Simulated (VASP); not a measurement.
Runs of VASP 6.6.1 on Nb. Symmetry: Pm-3m, No. 221, cubic system. Conventional cell: a = 2.720 Å, b = 2.720 Å, c = 2.720 Å, α = 90.00°, β = 90.00°, γ = 90.00°. Around Nb (site symmetry m-3m) lie 6 Nb at 2.72 Å. The cell was built by a generator and needn't be a form met in nature.

| task | level | potentials or basis | U | cell | cutoff (eV) | smearing | LDAUTYPE | hund's J | gap on the mesh (eV) | pressure (GPa) | relaxed volume (Å³/atom) |
| --- | --- | --- | --- | --- | --- | --- | --- | --- | --- | --- | --- |
| single point | PBE | VASP PAW PBE potentials, release 64 (Nb_sv) | - | as given | 520 | fermi-dirac 0.05 eV | - | - | none | 0.3 | - |
| relaxation of cell and atoms | RPBE | VASP PAW PBE potentials, release 64 (Nb_sv) | - | relaxed | 600 | methfessel-paxton 0.1 eV | - | - | none | 0.0 | 20.60 |
| band structure | optB86b-vdW+U | VASP PAW PBE potentials, release 54 (Nb_sv) | Nb d U = 7 eV, J = 0.5 eV | as given | 520 | fermi-dirac 0.02 eV | 1 | 0.5 | - | (a) | - |
| relaxation of cell and atoms | PBE | VASP PAW PBE potentials, release 64 (Nb_sv) | - | relaxed | 600 | methfessel-paxton 0.1 eV | - | - | none | 0.0 | 20.18 |

Alike in all rows: no spin polarisation; k mesh 10 × 10 × 10.

Question: Fill in the values left out.

Answer: (a) 15.6.

Caveats: the PAW data sets were made with another functional, which shifts forces and pressure a little (some runs); U without spin polarisation on a metal has little footing (some runs); the U is typed as a test and isn't derived for this compound (some runs).

A k mesh can miss the band edges, and the runs leave out spin-orbit coupling on Nb.

A gap of «none» marks a metal or a gap under the smearing width.
